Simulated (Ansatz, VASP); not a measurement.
# ZnO (series) in VASP and in Ansatz

Contents of INCAR:

```
SYSTEM = ZnO
PREC     = Accurate       ! precision mode
ENCUT    = 520            ! plane-wave cutoff, eV
EDIFF    = 1E-7           ! SCF threshold, eV
ISMEAR   = 0              ! smearing method
SIGMA    = 0.02           ! smearing width, eV
LREAL    = .False.        ! projectors in reciprocal space
LASPH    = .True.         ! aspherical terms in the spheres
NELM     = 100            ! most SCF steps
ALGO     = Normal         ! electronic algorithm
ISIF     = 2              ! what is computed and relaxed
LWAVE    = .False.        ! write WAVECAR
LCHARG   = .False.        ! write CHGCAR
GGA      = PE             ! functional
NBANDS   = 26             ! bands
```

The input KPOINTS:

```
regular mesh
0
Gamma
  9 9 4
  0 0 0
```

File POSCAR:

```
ZnO
1.0
    3.2493080000      0.0000000000      0.0000000000
   -1.6246540000      2.8139832727      0.0000000000
    0.0000000000      0.0000000000      5.2057090000
Zn O
2 2
Direct
    0.3333333333      0.6666666667      0.5000000000
    0.6666666667      0.3333333333      0.0000000000
    0.6666666667      0.3333333333      0.3790100000
    0.3333333333      0.6666666667      0.8790100000
```

Input for Ansatz:

```yaml
crystal:
  lattice:
    - [3.249308, 0.0, 0.0]
    - [-1.624654, 2.8139832727, 0.0]
    - [0.0, 0.0, 5.205709]
  atoms:
    - { symbol: Zn, position: [0.3333333333, 0.6666666667, 0.5] }
    - { symbol: Zn, position: [0.6666666667, 0.3333333333, 0.0] }
    - { symbol: O, position: [0.6666666667, 0.3333333333, 0.37901] }
    - { symbol: O, position: [0.3333333333, 0.6666666667, 0.87901] }
basis:
  ecutwfc: 420
kpoints:
  mp_grid: { grid: [9, 9, 4] }
hamiltonian:
  xc: pbe
scf:
  occupations: { method: gaussian, width: 0.02 }
output:
  forces: true
  stress: true
  eigenvalues: true
```

Alike in both runs: task single point; functional PBE; k mesh 9 × 9 × 4; occupations gaussian, width 0.02 eV; no spin polarisation.

|  | VASP | Ansatz |
| --- | --- | --- |
| version | VASP 6.6.1 | Ansatz 0.2.0 |
| potentials or method | VASP PAW PBE potentials, release 64 (Zn, O) | scalar-relativistic, plane waves, PAW |
| plane-wave cutoff (eV) | 520 | 420 |
| valence electrons in the cell | 36 | 36 |

```csv
,VASP,Ansatz,Ansatz less VASP
gap on the k mesh at the Fermi level (eV),0.79,0.80,+0.015
least direct gap on the mesh (eV),0.79,0.80,+0.015
pressure (GPa),6.0,4.9,-1.06
largest component of the traceless stress (GPa),1.17,1.13,-0.041
rms of the force components (eV/Å),0.043,0.040,-0.0024
```

Atom by atom the forces differ by 0.002 eV/Å (rms over components).
